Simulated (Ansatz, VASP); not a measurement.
# GaN: VASP beside Ansatz, part 2 of 2

Wanted: the spread between two codes on one cell, functional and k mesh.

VASP 6.6.1 and Ansatz 0.2.0.

So far. Step 3 (VASP: band structure, LDA): The run ends at a pressure of -6.06 GPa, with forces up to 0.11 eV/Å.

## (5) VASP: band structure, PBE

Level of this step: PBE; plane waves and PAW (Ga_d, N) (VASP).

The same path points are solved in both programs, so levels can be compared one by one.

INCAR reads:

```
SYSTEM = GaN
PREC = Accurate
ENCUT = 460
EDIFF = 1E-06
NELM = 100
ISMEAR = 0
SIGMA = 0.03
LREAL = .FALSE.
ALGO = Normal
GGA = PE
NBANDS = 32
LORBIT = 11
LWAVE = .FALSE.
LCHARG = .FALSE.
KPAR = 8
LASPH = .TRUE.
```

POSCAR reads:

```
GaN
1.0
    3.1900000000      0.0000000000      0.0000000000
   -1.5950000000      2.7626210381      0.0000000000
    0.0000000000      0.0000000000      5.1890000000
Ga N
2 2
Direct
    0.3333333333      0.6666666667      0.5000000000
    0.6666666667      0.3333333333      0.0000000000
    0.3333333333      0.6666666667      0.8750000000
    0.6666666667      0.3333333333      0.3750000000
```

KPOINTS reads:

```
Automatic mesh
0
Gamma
8 8 4
0 0 0
```

KPOINTS_OPT reads:

```
Line mode
10
Line-mode
Reciprocal
  0.00000000   0.00000000   0.00000000 GAMMA
  0.50000000   0.00000000   0.00000000 M

  0.50000000   0.00000000   0.00000000 M
  0.33333333   0.33333333   0.00000000 K

  0.33333333   0.33333333   0.00000000 K
  0.00000000   0.00000000   0.00000000 GAMMA

  0.00000000   0.00000000   0.00000000 GAMMA
  0.00000000   0.00000000   0.50000000 A

  0.00000000   0.00000000   0.50000000 A
  0.50000000   0.00000000   0.50000000 L

  0.50000000   0.00000000   0.50000000 L
  0.33333333   0.33333333   0.50000000 H

  0.33333333   0.33333333   0.50000000 H
  0.00000000   0.00000000   0.50000000 A

  0.50000000   0.00000000   0.50000000 L
  0.50000000   0.00000000   0.00000000 M

  0.33333333   0.33333333   0.00000000 K
  0.33333333   0.33333333   0.50000000 H
```

The projector-augmented-wave data sets are Ga_d and N (PBE family, release 64).

The run is started by

```
$ mpirun -np 8 vasp_std
```

Numbers of over 12 decimals in the logs are rounded to 6 here.

Output:

```text
[banner, memory and clock lines left out]
running    8 mpi-ranks, on    1 nodes
[...]
[... a notice as in an earlier step ...]

 LDA part: xc-table for (Slater+PW92), standard interpolation
 POSCAR, INCAR and KPOINTS ok, starting setup
[...]
entering main loop
       N       E                     dE             d eps       ncg     rms          rms(c)
DAV:   1     0.284880919212E+03    0.28488E+03   -0.15278E+04  2344   0.196E+03
DAV:   2     0.111929980065E+02   -0.27369E+03   -0.25005E+03  1968   0.469E+02
DAV:   3    -0.271448326652E+02   -0.38338E+02   -0.37731E+02  2296   0.122E+02
DAV:   4    -0.283019443077E+02   -0.11571E+01   -0.11560E+01  2128   0.240E+01
[...]
DAV:  12    -0.243096420192E+02   -0.12462E-04   -0.86594E-05  2512   0.695E-02    0.617E-02
DAV:  13    -0.243096320011E+02    0.10018E-04   -0.15535E-05  2416   0.282E-02    0.114E-02
DAV:  14    -0.243096319156E+02    0.85467E-07   -0.28477E-06  2032   0.860E-03
   1 F= -.24309632E+02 E0= -.24309632E+02  d E =-.695928E-24
 Start KPOINTS_OPT (optional k-point list driver)
k-point batch [1-30\90]
       N       E                     dE             ncg
DAV:   1     0.392555822034E+04   -0.23716E+05     2424
DAV:   2    -0.389169458093E+04   -0.78173E+04     1944
DAV:   3    -0.496259053831E+04   -0.10709E+04     2280
DAV:   4    -0.499456885013E+04   -0.31978E+02     2152
DAV:   5    -0.499504895509E+04   -0.48010E+00     2352
DAV:   6    -0.499507002054E+04   -0.21065E-01     2712
DAV:   7    -0.499507036474E+04   -0.34420E-03     2440
DAV:   8    -0.499507036915E+04   -0.44161E-05     1800
DAV:   9    -0.499507036939E+04   -0.23690E-06     1544
[...]
k-point batch [61-90\90]
       N       E                     dE             ncg
DAV:   1     0.415525638357E+04   -0.33592E+05     2344
DAV:   2    -0.392563920269E+04   -0.80809E+04     1944
DAV:   3    -0.504464078840E+04   -0.11190E+04     2288
DAV:   4    -0.507760709439E+04   -0.32966E+02     2200
DAV:   5    -0.507809357198E+04   -0.48648E+00     2336
DAV:   6    -0.507811280390E+04   -0.19232E-01     2664
DAV:   7    -0.507811327053E+04   -0.46662E-03     2488
DAV:   8    -0.507811327375E+04   -0.32271E-05     1896
DAV:   9    -0.507811327396E+04   -0.21076E-06     1480
```

OUTCAR, selected parts (step 5):

```text
  Total        1.1765802      1.1765802      1.6235292      0.0000000      0.0000000      0.0000000
  in kB       41.2227021     41.2227021     56.8820216      0.0000000      0.0000000      0.0000000
  external PRESSURE =      46.4424752 kB  Pullay stress =       0.0000000 kB

 POSITION                                       TOTAL-FORCE (eV/Angst)
 -----------------------------------------------------------------------------------
     -0.00000      1.84175      2.59450         0.000000      0.000000     -0.117177
      1.59500      0.92087      0.00000        -0.000000     -0.000000     -0.117177
     -0.00000      1.84175      4.54038         0.000000     -0.000000      0.117177
      1.59500      0.92087      1.94588        -0.000000      0.000000      0.117177
 -----------------------------------------------------------------------------------
    total drift:                               -0.000001     -0.000001      0.000952

  FREE ENERGIE OF THE ION-ELECTRON SYSTEM (eV)
  ---------------------------------------------------
  free  energy   TOTEN  =       -24.3096319156 eV

  energy  without entropy=      -24.3096319156  energy(sigma->0) =      -24.30963192

[... 2 parts as in an earlier step ...]

[... 1 further part left out ...]
[key lines of the parts left out:]
E-fermi :   5.5216
```

The run ends at a pressure of 4.64 GPa, with forces up to 0.12 eV/Å.

## (6) Ansatz: band structure, PBE

The same cell, functional, mesh and smearing now go to Ansatz, which takes its cutoff from its data sets.

The cell is taken from a series of VASP runs on this material, whose earlier steps may have relaxed, scaled or displaced it; both programs get it as it stands.

input.yaml reads:

```yaml
crystal:
  lattice:
    - [3.19, 0.0, 0.0]
    - [-1.595, 2.7626210381, 0.0]
    - [0.0, 0.0, 5.189]
  atoms:
    - { symbol: Ga, position: [0.3333333333, 0.6666666667, 0.5] }
    - { symbol: Ga, position: [0.6666666667, 0.3333333333, 0.0] }
    - { symbol: "N", position: [0.3333333333, 0.6666666667, 0.875] }
    - { symbol: "N", position: [0.6666666667, 0.3333333333, 0.375] }
hamiltonian:
  xc: pbe
  pseudopotentials: { kind: paw }
kpoints:
  mp_grid: { grid: [8, 8, 4] }
  band_path:
    path:
      - [0.0, 0.0, 0.0]
      - [0.16667, 0.0, 0.0]
      - [0.33333, 0.0, 0.0]
      - [0.5, 0.0, 0.0]
      - [0.46296, 0.07407, 0.0]
      - [0.40741, 0.18519, 0.0]
      - [0.35185, 0.2963, 0.0]
      - [0.2963, 0.2963, 0.0]
      - [0.18519, 0.18519, 0.0]
      - [0.07407, 0.07407, 0.0]
      - [0.0, 0.0, 0.0]
      - [0.0, 0.0, 0.16667]
      - [0.0, 0.0, 0.33333]
      - [0.0, 0.0, 0.5]
      - [0.11111, 0.0, 0.5]
      - [0.33333, 0.0, 0.5]
      - [0.5, 0.0, 0.5]
      - [0.46296, 0.07407, 0.5]
      - [0.40741, 0.18519, 0.5]
      - [0.35185, 0.2963, 0.5]
      - [0.2963, 0.2963, 0.5]
      - [0.18519, 0.18519, 0.5]
      - [0.07407, 0.07407, 0.5]
      - [0.5, 0.0, 0.5]
      - [0.5, 0.0, 0.33333]
      - [0.5, 0.0, 0.16667]
      - [0.5, 0.0, 0.0]
      - [0.33333, 0.33333, 0.11111]
      - [0.33333, 0.33333, 0.27778]
      - [0.33333, 0.33333, 0.5]
    npoints: 1
scf:
  occupations: { method: gaussian, width: 0.03 }
  n_extra_bands: 8
output:
  forces: true
  stress: true
  eigenvalues: true
  write_density: true
  write_potential: true
  elf: true
  volumetric_format: npy
```

The run is started by

```
$ ansatz run input.yaml --threads 2 --pin off --max-ram 4608MiB --backend cpu --events-out ev --progress --plain --runs-dir out
```

Output:

```text
[...]
Crystal: 4 atoms, lattice volume = 45.729 Å³
Basis set: ecut = 420 eV, 917 PW (Γ), exchange–correlation on 48×48×72 points (8 copies of the dense FFT grid, shifted against one another)
Bands: 26, of which v1, the nominal top of the filled ones, is band 18 counted from 1 (17 counted from 0)
Symmetry: 12 space group operations
[...]
k-points: 30 of 256 (time reversal used)
[...]
k-point 0: bands = [... 14 lower, 8.6453, 9.6258, 9.6897, 9.6897, 11.5792, 13.9335, 18.8700, 19.5672, ... 4 higher]
  k-point 1: bands = [... 14 lower, 8.7919, 8.7919, 9.5302, 9.5302, 12.7768, 14.0370, 18.4840, 19.2479, ... 4 higher]
  k-point 2: bands = [... 14 lower, 9.1546, 9.1546, 9.1546, 9.1546, 13.9151, 13.9151, 18.1699, 18.1699, ... 4 higher]
  k-point 29: bands = [... 14 lower, 5.8021, 5.8021, 8.1650, 8.1650, 15.7222, 15.7222, 17.3928, 17.3928, ... 4 higher]
[key lines of the parts left out:]
SCF converged after 6 iterations
Free energy (F): -8335.815343 eV
Fermi energy:    10.634638 eV
P = ⅓ Tr σ = 5.1490 GPa (51.490 kbar)
```

Run time: 3.2 s. Hardware: 2 threads of Arm Neoverse V2, shared host; peak memory 0.34 GiB; 5.8 s of CPU time.

## (7) Side by side

Compared:

```
                                        quantity  Ansatz   VASP  difference
                                  pressure (GPa)    5.15   4.64       +0.50
pressure without Ansatz's Pulay correction (GPa)    4.64   4.64       -0.01
                   gap over the path points (eV)   1.889  1.897      -0.008
```

Forces (eV/Å; atoms numbered as in POSCAR):

```
atom        Ansatz x, y, z          VASP x, y, z
 Ga1  0.000, 0.000, -0.120  0.000, 0.000, -0.117
 Ga2  0.000, 0.000, -0.120  0.000, 0.000, -0.117
  N3   0.000, 0.000, 0.119   0.000, 0.000, 0.117
  N4   0.000, 0.000, 0.119   0.000, 0.000, 0.117
```

Levels at points of the path, from each program's valence-band top (eV; 4 filled, then empty):

```
k (reciprocal lattice)                                  Ansatz                                    VASP
     0.000 0.000 0.000    -1.04 -0.06 0.00 0.00 1.89 4.24 9.18    -1.04 -0.06 0.00 0.00 1.90 4.24 9.19
     0.167 0.000 0.000  -1.73 -1.55 -0.35 -0.24 3.42 5.52 8.14  -1.72 -1.55 -0.35 -0.24 3.42 5.52 8.14
     0.333 0.000 0.000  -3.89 -2.38 -1.29 -0.73 4.85 5.72 6.70  -3.89 -2.38 -1.29 -0.73 4.86 5.72 6.71
     0.500 0.000 0.000  -4.23 -2.74 -2.23 -0.98 5.06 5.54 6.04  -4.23 -2.74 -2.23 -0.98 5.05 5.55 6.04
     0.463 0.074 0.000  -4.19 -2.98 -2.26 -1.20 5.42 5.75 5.99  -4.19 -2.98 -2.26 -1.20 5.42 5.75 5.99
     0.407 0.185 0.000  -4.33 -3.56 -2.43 -2.01 5.51 6.75 6.88  -4.33 -3.56 -2.43 -2.01 5.51 6.75 6.89
     0.352 0.296 0.000  -5.11 -3.20 -2.81 -2.64 5.16 7.60 7.88  -5.11 -3.20 -2.81 -2.64 5.16 7.60 7.88
     0.296 0.296 0.000  -4.75 -3.47 -2.55 -2.53 5.25 7.39 7.95  -4.76 -3.47 -2.55 -2.53 5.25 7.39 7.95
     0.185 0.185 0.000  -4.06 -2.73 -1.24 -1.12 5.30 6.77 7.27  -4.06 -2.73 -1.24 -1.12 5.30 6.77 7.27
     0.074 0.074 0.000  -1.56 -1.05 -0.23 -0.18 2.99 5.16 8.77  -1.56 -1.05 -0.23 -0.18 2.99 5.16 8.78
```

The forces differ by 1.3 meV/Å r.m.s., which is 2.0 % of the r.m.s. force of 0.07 eV/Å (both taken over all components). Among the levels compared at these points, filled levels agree within 3 meV and empty ones within 9 meV. Ansatz's pressure holds a Pulay correction of 0.51 GPa; VASP's holds none.

## (8) Ansatz: band structure, r2SCAN, spin-orbit coupling

The same path points are solved in both programs, so levels can be compared one by one.

The cell is taken from a series of VASP runs on this material, whose earlier steps may have relaxed, scaled or displaced it; both programs get it as it stands.

input.yaml: that of step 6 with these lines changed.

```diff
@@ -11,4 +11,7 @@
 hamiltonian:
-  xc: pbe
-  pseudopotentials: { kind: paw }
+  xc: r2scan
+  pseudopotentials: { kind: paw_fr }
+magnetization:
+  noncollinear: true
+  spin_orbit: true
 kpoints:
@@ -50,3 +53,3 @@
   occupations: { method: gaussian, width: 0.03 }
-  n_extra_bands: 8
+  n_extra_bands: 16
 output:
@@ -55,5 +58 @@
   eigenvalues: true
-  write_density: true
-  write_potential: true
-  elf: true
-  volumetric_format: npy
```

Output:

```text
[...]
non-collinear run that drives no moment, with spin-orbit: no starting moment large enough to seed its density (crystal.atoms[].spin), no starting occupations that ask for one, no magnetisation constraint and no magnetic field, so the semilocal B_xc is pinned to zero
Crystal: 4 atoms, lattice volume = 45.729 Å³
[...]
k-point 1: bands = [... 32 lower, 9.2444, 9.2444, 9.2539, 9.2539, 12.9255, 12.9255, 14.3080, 14.3080, ... 12 higher]
  k-point 2: bands = [... 32 lower, 8.8710, 8.8710, 8.8710, 8.8710, 14.1449, 14.1449, 14.1449, 14.1449, ... 12 higher]
  k-point 29: bands = [... 32 lower, 7.8373, 7.8373, 7.8485, 7.8485, 15.9840, 15.9840, 16.0081, 16.0081, ... 12 higher]
[key lines of the parts left out:]
SCF converged after 8 iterations
Magnetization: |M| = 0.0000 μB,  M = (+0.0000, +0.0000, +0.0000) μB
Free energy (F): -8347.784424 eV
Fermi energy:    10.567215 eV
P = ⅓ Tr σ = -1.0657 GPa (-10.657 kbar)
```

It took 35 s on 2 threads; peak memory 0.63 GiB.

## (9) VASP: band structure, r2SCAN, spin-orbit coupling

The same cell, functional, mesh and smearing now go to VASP, with its own data sets and cutoff.

INCAR reads:

```
SYSTEM = GaN
PREC = Accurate
ENCUT = 460
EDIFF = 1E-06
NELM = 100
ISMEAR = 0
SIGMA = 0.03
LREAL = .FALSE.
ALGO = Normal
METAGGA = R2SCAN
LASPH = .TRUE.
LNONCOLLINEAR = .TRUE.
MAGMOM = 0 0 0 0 0 0 0 0 0 0 0 0
NBANDS = 48
GGA_COMPAT = .FALSE.
LSORBIT = .TRUE.
LORBIT = 11
LWAVE = .FALSE.
LCHARG = .FALSE.
KPAR = 8
```

POSCAR is that of step 5.

KPOINTS is that of step 5.

KPOINTS_OPT is that of step 5.

The run is started by

```
$ mpirun -np 8 vasp_ncl
```

Output:

```text
[banner, memory and clock lines left out]
running    8 mpi-ranks, on    1 nodes
[...]
[... a notice as in an earlier step ...]

|                                                                             |
|               ----> ADVICE to this user running VASP <----                  |
|                                                                             |
|     You enforced a specific xc type in the INCAR file but a different       |
|     [... a line on the potential file left out ...]
|     I HOPE YOU KNOW WHAT YOU ARE DOING!                                     |
|                                                                             |

 LDA part: xc-table for (None), standard interpolation
 POSCAR, INCAR and KPOINTS ok, starting setup
[...]
entering main loop
       N       E                     dE             d eps       ncg     rms          rms(c)
DAV:   1     0.366565715069E+03    0.36657E+03   -0.15261E+04  4392   0.268E+03
DAV:   2     0.230985078496E+02   -0.34347E+03   -0.32108E+03  3896   0.699E+02
[...]
DAV:  15    -0.438250258827E+02   -0.15983E-07   -0.10259E-06  3040   0.928E-03
   1 F= -.43825026E+02 E0= -.43825026E+02  d E =-.648546E-17  mag=    -0.0000    -0.0000     0.0000
 Start KPOINTS_OPT (optional k-point list driver)
k-point batch [1-40\90]
       N       E                     dE             ncg
DAV:   1     0.899793223877E+04   -0.17244E+05     4528
DAV:   2    -0.451939434468E+04   -0.13517E+05     3912
DAV:   3    -0.718090584522E+04   -0.26615E+04     4504
DAV:   4    -0.735706248099E+04   -0.17616E+03     4640
[...]
DAV:   8    -0.736344149122E+04   -0.63003E-04     5120
DAV:   9    -0.736344149227E+04   -0.10477E-05     3184
DAV:  10    -0.736344149243E+04   -0.15481E-06     2816
[...]
k-point batch [81-90\90]
       N       E                     dE             ncg
DAV:   1     0.373670475794E+05   -0.12110E+05     1104
DAV:   2     0.339757914587E+05   -0.33913E+04      968
DAV:   3     0.333141816142E+05   -0.66161E+03     1080
DAV:   4     0.332706565091E+05   -0.43525E+02     1216
DAV:   5     0.332695213191E+05   -0.11352E+01     1072
DAV:   6     0.332694876997E+05   -0.33619E-01     1392
DAV:   7     0.332694867324E+05   -0.96727E-03     1192
DAV:   8     0.332694867212E+05   -0.11176E-04     1344
DAV:   9     0.332694867210E+05   -0.17587E-06      728
```

OUTCAR, selected parts (step 9):

```text
  Total       -0.3833936     -0.3833936      0.0092919      0.0000000      0.0000000     -0.0000000
  in kB      -13.4325890    -13.4325890      0.3255507      0.0000000      0.0000000     -0.0000000
  external PRESSURE =      -8.8465424 kB  Pullay stress =       0.0000000 kB

 POSITION                                       TOTAL-FORCE (eV/Angst)
 -----------------------------------------------------------------------------------
     -0.00000      1.84175      2.59450         0.000000     -0.000000     -0.134775
      1.59500      0.92087      0.00000        -0.000000      0.000000     -0.134775
     -0.00000      1.84175      4.54038         0.000000      0.000000      0.134775
      1.59500      0.92087      1.94588         0.000000      0.000000      0.134775
 -----------------------------------------------------------------------------------
    total drift:                                0.000000     -0.000000     -0.049959

  FREE ENERGIE OF THE ION-ELECTRON SYSTEM (eV)
  ---------------------------------------------------
  free  energy   TOTEN  =       -43.8250258827 eV

  energy  without entropy=      -43.8250258827  energy(sigma->0) =      -43.82502588

 magnetization (x)
# of ion       s       p       d       tot
------------------------------------------
    1        0.000   0.000  -0.000  -0.000
    2        0.000  -0.000  -0.000  -0.000
    3        0.000  -0.000   0.000   0.000
    4       -0.000   0.000   0.000  -0.000
--------------------------------------------------
tot         -0.000  -0.000  -0.000  -0.000

 magnetization (y)
# of ion       s       p       d       tot
------------------------------------------
    1        0.000  -0.000   0.000  -0.000
    2        0.000   0.000  -0.000  -0.000
    3        0.000   0.000   0.000   0.000
    4        0.000   0.000   0.000   0.000
--------------------------------------------------
tot          0.000   0.000  -0.000   0.000

 magnetization (z)
# of ion       s       p       d       tot
------------------------------------------
    1        0.000   0.000   0.000   0.000
    2        0.000   0.000   0.000   0.000
    3        0.000   0.000   0.000   0.000
    4        0.000   0.000   0.000   0.000
--------------------------------------------------
tot          0.000   0.000   0.000   0.000

[... 1 part as in an earlier step ...]

[... 2 further parts left out ...]
[key lines of the parts left out:]
E-fermi :   5.2180
```

The run ends at a pressure of -0.88 GPa, with forces up to 0.13 eV/Å.

## (10) Side by side

What differs besides the data sets and the points named for the pairs above, as far as they apply: spin-orbit coupling enters by fully relativistic files in Ansatz and inside the spheres in VASP; VASP keeps PBE cores, Ansatz makes them for the functional; the cutoff is 500 eV in Ansatz and 460 eV in VASP. Total energies have different zeros and are not compared.

The two programs side by side:

```
                                        quantity  Ansatz   VASP  difference
                                  pressure (GPa)   -1.07  -0.88       -0.18
pressure without Ansatz's Pulay correction (GPa)   -1.16  -0.88       -0.28
                   gap over the path points (eV)   2.302  2.295      +0.007
```

Forces (eV/Å; atoms numbered as in POSCAR):

```
atom        Ansatz x, y, z          VASP x, y, z
 Ga1  0.000, 0.000, -0.125  0.000, 0.000, -0.135
 Ga2  0.000, 0.000, -0.125  0.000, 0.000, -0.135
  N3   0.000, 0.000, 0.125   0.000, 0.000, 0.135
  N4   0.000, 0.000, 0.125   0.000, 0.000, 0.135
```

Levels at points of the path, from each program's valence-band top (eV; 8 filled, then empty):

```
k (reciprocal lattice)                                                                         Ansatz                                                                           VASP
     0.000 0.000 0.000    -1.06 -1.06 -0.07 -0.07 -0.01 -0.01 0.00 0.00 2.30 2.30 4.79 4.79 9.93 9.93    -1.06 -1.06 -0.07 -0.07 -0.01 -0.01 0.00 0.00 2.29 2.29 4.77 4.77 9.93 9.93
     0.167 0.000 0.000  -1.75 -1.73 -1.60 -1.60 -0.37 -0.35 -0.25 -0.24 3.85 3.86 6.09 6.11 8.76 8.77  -1.75 -1.73 -1.60 -1.59 -0.37 -0.35 -0.25 -0.24 3.84 3.85 6.07 6.09 8.75 8.76
     0.333 0.000 0.000  -3.98 -3.96 -2.45 -2.45 -1.33 -1.29 -0.76 -0.76 5.35 5.38 6.28 6.29 7.22 7.23  -3.98 -3.96 -2.45 -2.45 -1.33 -1.29 -0.76 -0.76 5.34 5.38 6.26 6.27 7.21 7.22
     0.500 0.000 0.000  -4.31 -4.31 -2.82 -2.82 -2.27 -2.27 -1.01 -1.01 5.56 5.56 6.09 6.09 6.53 6.53  -4.31 -4.31 -2.83 -2.83 -2.26 -2.26 -1.01 -1.01 5.55 5.55 6.08 6.08 6.52 6.52
     0.463 0.074 0.000  -4.28 -4.27 -3.08 -3.05 -2.30 -2.29 -1.24 -1.23 5.93 5.94 6.26 6.26 6.52 6.52  -4.28 -4.28 -3.08 -3.06 -2.29 -2.29 -1.24 -1.23 5.92 5.93 6.26 6.26 6.50 6.50
     0.407 0.185 0.000  -4.41 -4.40 -3.66 -3.62 -2.48 -2.47 -2.06 -2.06 5.95 5.96 7.39 7.39 7.45 7.46  -4.42 -4.41 -3.66 -3.62 -2.48 -2.47 -2.06 -2.06 5.95 5.95 7.37 7.37 7.45 7.46
     0.352 0.296 0.000  -5.21 -5.20 -3.29 -3.25 -2.88 -2.86 -2.71 -2.71 5.59 5.59 8.30 8.30 8.60 8.60  -5.21 -5.20 -3.29 -3.25 -2.88 -2.86 -2.71 -2.70 5.58 5.58 8.28 8.28 8.57 8.58
     0.296 0.296 0.000  -4.84 -4.82 -3.57 -3.52 -2.63 -2.61 -2.60 -2.58 5.68 5.68 8.07 8.07 8.67 8.68  -4.84 -4.83 -3.57 -3.53 -2.62 -2.61 -2.60 -2.58 5.68 5.68 8.05 8.05 8.65 8.65
     0.185 0.185 0.000  -4.16 -4.16 -2.79 -2.77 -1.28 -1.27 -1.17 -1.13 5.83 5.85 7.29 7.29 7.92 7.92  -4.16 -4.16 -2.79 -2.77 -1.27 -1.27 -1.16 -1.13 5.82 5.84 7.28 7.29 7.90 7.90
     0.074 0.074 0.000  -1.59 -1.59 -1.06 -1.05 -0.24 -0.23 -0.19 -0.19 3.40 3.41 5.72 5.73 9.43 9.44  -1.59 -1.59 -1.06 -1.05 -0.24 -0.23 -0.19 -0.19 3.39 3.40 5.70 5.71 9.43 9.44
```

The forces differ by 5.9 meV/Å r.m.s., which is 7.5 % of the r.m.s. force of 0.08 eV/Å (both taken over all components). Among the levels compared at these points, filled levels agree within 6 meV and empty ones within 28 meV. Ansatz's pressure holds a Pulay correction of 0.10 GPa; VASP's holds none.

## (11) Outcome

```
difference in gap over the path points (band structure, LDA)                         : -0.016 eV
difference in gap over the path points (band structure, PBE)                         : -0.0080 eV
difference in pressure (band structure, PBE)                                         : 0.50 GPa
difference in gap over the path points (band structure, r2SCAN, spin-orbit coupling) : 0.0069 eV
```

**Reading.** The difference in pressure is 0.50 GPa (band structure, PBE), within the 1 GPa picked in this series as the mark of a large difference. 3 further runs of this series are not shown here. How closely two codes agree says nothing of how well the functional describes the real material.

[Lines on the potential files, build, host, timing and source positions are cut from VASP's logs without a mark.]

[Logs are printed without paths, hosts, clocks, repeated set-up lines and the standing remarks that a program may print on its own settings, such as how far it seeks lower states.]

[Hosts, paths, dates, database ids (printed as entryN), source tags and the programs' standing remarks are cut or masked in the printed files.]
